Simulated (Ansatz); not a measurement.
Input and command of a plane-wave DFT calculation in Ansatz:

```yaml
crystal:
  lattice:
    - [0.0, 2.5575, 2.5575]
    - [2.5575, 0.0, 2.5575]
    - [2.5575, 2.5575, 0.0]
  atoms:
    - { symbol: Hf, position: [0.0, 0.0, 0.0] }
    - { symbol: O, position: [0.2330689071, 0.2330689071, 0.2330689071] }
    - { symbol: O, position: [0.7669310929, 0.7669310929, 0.7669310929] }
basis:
  ecutwfc: 420
kpoints:
  mp_grid: { grid: [8, 8, 8] }
hamiltonian:
  xc: pbe
scf:
  occupations: { method: gaussian, width: 0.05 }
output:
  forces: true
  stress: true
  eigenvalues: true
```

```bash
ansatz run input.yaml --threads 2 --pin off --max-ram 5120MiB --backend cpu --events-out ev --progress --plain --runs-dir out
```

Processor: Intel(R) Xeon(R) 6975P-C (Granite Rapids), 2 threads, on a host shared with other jobs.

Q: Estimate time, memory and problem size.

A: About 0.81 s on 2 threads of Intel(R) Xeon(R) 6975P-C (Granite Rapids), on a shared host, peak memory 0.37 GiB. It solves 23 bands at 65 k points (the mesh reduced by symmetry) with about 645 plane waves, in 6 SCF iterations.
